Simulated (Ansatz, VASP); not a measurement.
SiC in VASP and in Ansatz

```
Si C
1.0
     0.00000    2.17839    2.17839
     2.17839    0.00000    2.17839
     2.17839    2.17839    0.00000
Si C
1 1
Cartesian
  0.0051 0.0000 0.0000
  3.2556 3.2676 3.2676
```

Change from the starting cell: mode 4 frozen in at -0.012 Å and mode 5 at +0.000 Å (largest displacements).

Alike in both runs: task single point; functional PBEsol; k mesh 10 × 10 × 10; occupations gaussian, width 0.05 eV; no spin polarisation.

|  | VASP | Ansatz |
| --- | --- | --- |
| version | VASP 6.6.1 | Ansatz 0.2.0 |
| potentials or method | VASP PAW PBE potentials, release 64 (Si, C) | scalar-relativistic, plane waves, PAW |
| plane-wave cutoff (eV) | 520 | 520 |
| valence electrons in the cell | 8 | 8 |

|  | VASP | Ansatz | Ansatz less VASP |
| --- | --- | --- | --- |
| gap on the k mesh at the Fermi level (eV) | 1.15 | 1.16 | +0.010 |
| least direct gap on the mesh (eV) | 4.40 | 4.42 | +0.014 |
| pressure (GPa) | 0.4 | 0.0 | -0.35 |
| largest component of the traceless stress (GPa) | 1.14 | 1.13 | -0.015 |
| rms of the force components (eV/Å) | 0.190 | 0.189 | -0.0006 |

Atom by atom the forces differ by 0.001 eV/Å (rms over components). Ansatz warned: «pseudo_functional_mismatch».

Caveats: the PAW data sets were made with another functional, which shifts forces and pressure a little (VASP). A k mesh can miss the band edges.
